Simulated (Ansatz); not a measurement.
Sr (Im-3m)

All numbers below come from DFT PBEsol, scalar-relativistic, plane waves, PAW in Ansatz.

Cutoff 420 eV; k points 12×12×12 on the computed 1-atom cell (Γ-centred); Gaussian smearing, width 0.10 eV; no spin polarisation.

The structure is relaxed at this level of theory with its symmetry kept. This bcc form isn't the element's structure at ambient conditions.

It takes space group Im-3m (No. 229, cubic). Conventional cell: a = 4.674 Å, b = 4.674 Å, c = 4.674 Å, α = 90.00°, β = 90.00°, γ = 90.00°. Sr (site symmetry m-3m) has 8 Sr at 4.05 Å as nearest neighbours.

* Volume per atom: 51.05 Å³
* Formation energy from the elements' standard states (uncorrected): +0.003 eV/atom
* Kohn–Sham band gap: none (metal)
* Density of states at the Fermi level: 0.80 states/eV per cell
* Bulk modulus: 12.8 GPa
* Its pressure derivative: 3.8
* Bader charges (e): Sr (1 in the cell) 0.00